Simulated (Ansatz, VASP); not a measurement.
## Two plane-wave programs on AlN

```
CELL_PARAMETERS angstrom
3.11381 0.00000 0.00000
-1.55691 2.69664 0.00000
0.00000 0.00000 4.98339
ATOMIC_POSITIONS crystal
Al 0.33333 0.66667 0.99900
Al 0.66667 0.33333 0.49900
N 0.33333 0.66667 0.38100
N 0.66667 0.33333 0.88100
```

Alike in both runs: functional PBEsol; k mesh 9 × 9 × 6; no spin polarisation.

Ansatz relaxed the structure, and its values are those at the end. VASP's run is a single point on that final structure, the one shown.

```csv
,VASP,Ansatz
version,VASP 6.6.1,Ansatz 0.2.0
potentials or method,"VASP PAW PBE potentials, release 64 (Al, N)","scalar-relativistic, plane waves, PAW"
plane-wave cutoff (eV),520,420
occupations,"gaussian, width 0.01 eV",fixed
valence electrons in the cell,16,16
```

|  | VASP | Ansatz | Ansatz less VASP |
| --- | --- | --- | --- |
| gap on the k mesh at the Fermi level (eV) | 4.11 | 4.09 | -0.016 |
| least direct gap on the mesh (eV) | 4.11 | 4.09 | -0.016 |
| pressure (GPa) | -0.1 | 0.0 | +0.08 |

Caveats: the PAW data sets were made with another functional, which shifts forces and pressure a little (VASP); an odd mesh through Γ misses points on the zone boundary, where band edges often lie.
